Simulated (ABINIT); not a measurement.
Runs of ABINIT 10.8.3 (patched build) on SnTe. Symmetry: Fm-3m, No. 225, cubic system. Conventional cell: a = 6.302 Å, b = 6.302 Å, c = 6.302 Å, α = 90.00°, β = 90.00°, γ = 90.00°. Around Te (site symmetry m-3m) lie 6 Sn at 3.15 Å. Around Sn (site symmetry m-3m) lie 6 Te at 3.15 Å. 

| task | level | potentials or basis | k mesh | cutoff (eV) | fine-grid cutoff | V0 of scaled cells (Å³/atom) | B0 (GPa) |
| --- | --- | --- | --- | --- | --- | --- | --- |
| equation of state | PW91 | JTH PAW PBE v2.0 | 7 × 7 × 7 | 408 | 816.342 eV | 32.79 | 42 |
| equation of state | LDA | JTH PAW LDA v2.0 sp | 7 × 7 × 7 | 408 | 816.342 eV | (a) | (b) |
| equation of state | BLYP+D3(BJ) | JTH PAW PBE v2.0 | 7 × 7 × 7 | 408 | 816.342 eV | 31.97 | 42 |
| equation of state | r2SCAN | JTH PAW PBE v2.0 | 7 × 7 × 7 | 707 | 1306.15 eV | 32.25 | 43 |

Alike in all rows: no spin polarisation; cell as given; smearing fermi-dirac 0.05 eV.

Fill in the values left out.

(a) 30.19; (b) 51.

Caveats: pressures at fixed basis lie under the slope of the energies; the PAW data sets were made with another functional, which shifts forces and pressure a little (some runs); this set keeps more shells in the core, which shifts pressures and gaps (some runs).

Not every run made on this cell is shown here.
